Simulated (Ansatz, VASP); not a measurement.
One calculation of SiC, two programs

```
CELL_PARAMETERS angstrom
-0.00990 2.16657 2.18342
2.16657 -0.00990 2.18342
2.15667 2.15667 0.00000
ATOMIC_POSITIONS crystal
Si 0.99950 0.99950 0.00050
C 0.25050 0.25050 0.24950
```

Change from the starting cell: strained cell.

Alike in both runs: task relaxation of the atoms; functional PBEsol; k mesh 10 × 10 × 10; occupations gaussian, width 0.02 eV; no spin polarisation.

|  | VASP | Ansatz |
| --- | --- | --- |
| version | VASP 6.6.1 | Ansatz 0.2.0 |
| potentials or method | VASP PAW PBE potentials, release 64 (Si, C) | scalar-relativistic, plane waves, PAW |
| plane-wave cutoff (eV) | 520 | 600 |
| valence electrons in the cell | 8 | 8 |

```tsv
	VASP	Ansatz	Ansatz less VASP
gap on the k mesh at the Fermi level, each at its own relaxed structure (eV)	1.13	1.15	+0.011
```

Ansatz warned: «pseudo_functional_mismatch».

 A k mesh can miss the band edges.
